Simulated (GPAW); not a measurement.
Runs of GPAW 26.7.0 on InPd. Symmetry: Fm-3m, No. 225, cubic system. Conventional cell: a = 5.492 Å, b = 5.492 Å, c = 5.492 Å, α = 90.00°, β = 90.00°, γ = 90.00°. In (site symmetry m-3m) is surrounded by 6 Pd at 2.75 Å. Pd (site symmetry m-3m) is surrounded by 6 In at 2.75 Å. The cell was built by a generator and needn't be a form met in nature.

```tsv
task	level	spin	cell	k mesh	optimizer	fmax	max steps	convergence	band path	gap on the mesh (eV)	pressure (GPa)	relaxed volume (Å³/atom)
relaxation of cell and atoms	PBE	off	relaxed	8 × 8 × 8	BFGS	0.02 eV/Å	60	density=1e-05 forces=0.0001	-	none	0.0	20.65
band structure	PBE	off	as given	6 × 6 × 6	-	-	-	-	GXWKGLUWLK,UX	-	-0.3	-
relaxation of cell and atoms	r2SCAN+D3(BJ)	off	relaxed	8 × 8 × 8	BFGS	0.02 eV/Å	60	density=1e-05 forces=0.0001	-	none	0.0	(a)
relaxation of cell and atoms	PBE	off	relaxed	6 × 6 × 6	BFGS	0.02 eV/Å	60	density=1e-05 forces=0.0001	-	none	0.0	20.63
relaxation of cell and atoms	PBE	off	relaxed to 2 GPa	8 × 8 × 8	BFGS	0.02 eV/Å	60	density=1e-05 forces=0.0001	-	none	2.1	-
band structure	PBE	SOC, no magnetisation	as given	6 × 6 × 6	-	-	-	-	GXWKGLUWLK,UX	-	-0.3	-
relaxation of cell and atoms	PBE	off	relaxed to 20 GPa	8 × 8 × 8	BFGS	0.02 eV/Å	60	density=1e-05 forces=0.0001	-	none	20.0	-
relaxation of cell and atoms	PBE	off	relaxed to 5 GPa	8 × 8 × 8	BFGS	0.02 eV/Å	60	density=1e-05 forces=0.0001	-	none	5.0	-
```

Alike in all rows: potentials or basis GPAW PAW data sets (gpaw-data 1.2.1), pw; cutoff (eV) 600; smearing fermi-dirac 0.05 eV.

Q: Estimate the missing entries.

A: (a) 19.70.

Caveats: later steps reuse the first step's grids (some runs); spin-orbit coupling is left out, which moves the levels of the heavy elements (some runs); the PAW data sets were made with another functional, which shifts forces and pressure a little (some runs); pairwise dispersion overbinds metals, which lowers pressure and volume (some runs); spin-orbit coupling was added after a scalar SCF, so levels and gaps hold it while energy, forces, pressure and moments don't (some runs); this program's spin-orbit splittings come out too wide for heavy elements (some runs).

A k mesh can miss the band edges, and rows without SOC leave out spin-orbit coupling on In, Pd.

A gap of «none» marks a metal or a gap under the smearing width.
